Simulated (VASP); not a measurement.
Here is a VASP 6.6.1 calculation.

INCAR

```
SYSTEM = SiC
  ALGO = Normal
  EDIFF = 1E-6
  ENCUT = 520
  GGA = CA
  ISIF = 2
  ISMEAR = 0
  LASPH = .True.
  LCHARG = .False.
  LREAL = .False.
  LWAVE = .False.
  NBANDS = 11
  NELM = 100
  PREC = Accurate
  SIGMA = 0.02
```

File KPOINTS:

```
k-points
0
Gamma
  10 10 10
  0 0 0
```

Contents of POSCAR:

```
SiC
1.0
   -0.0106350895      2.1535232174      2.1763368097
    2.1535232174     -0.0106350895      2.1763368097
    2.1428881279      2.1428881279      0.0000000000
Si C
1 1
Direct
   -0.0005083313     -0.0005083313      0.0005083313
    0.2505083313      0.2505083313      0.2494916687
```

Potentials or basis: VASP PAW LDA potentials, release 64 (Si, C).

Run with:

```bash
$ cat potpaw_LDA.64/Si/POTCAR potpaw_LDA.64/C/POTCAR > POTCAR
$ mpirun -np 1 vasp_std > vasp.out
```

Q: Estimate the pressure.

A: 1.5 GPa.

Q: What does it give for the band gap on the k mesh?

A: 1.17 eV, indirect (least direct gap 4.42 eV).

Stress tensor (GPa, compression positive):
```
 2.46  2.55  0.00
 2.55  2.46  0.00
 0.00  0.00 -0.37
```

A k mesh can miss the band edges.
